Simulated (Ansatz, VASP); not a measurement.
## Be in VASP and in Ansatz

```
CELL_PARAMETERS angstrom
-1.25009 1.25009 1.25009
1.25009 -1.25009 1.25009
1.25009 1.25009 -1.25009
ATOMIC_POSITIONS crystal
Be 0.00000 0.00000 0.00000
```

Alike in both runs: functional PBE; k mesh 30 × 30 × 30; occupations gaussian, width 0.1 eV; no spin polarisation.

Ansatz relaxed the structure, and its values are those at the end. VASP's run is a single point on that final structure, the one shown.

```csv
,VASP,Ansatz
version,VASP 6.6.1,Ansatz 0.2.0
potentials or method,"VASP PAW PBE potentials, release 64 (Be)","scalar-relativistic, plane waves, PAW"
plane-wave cutoff (eV),520,420
valence electrons in the cell,2,2
```

```tsv
	VASP	Ansatz	Ansatz less VASP
gap on the k mesh at the Fermi level (eV)	none	none	-
pressure (GPa)	0.2	0.0	-0.16
```

A gap of «none» marks a metal or a gap that the smearing closes. The functional is the same, so the differences come from potentials, cutoffs and numerics.
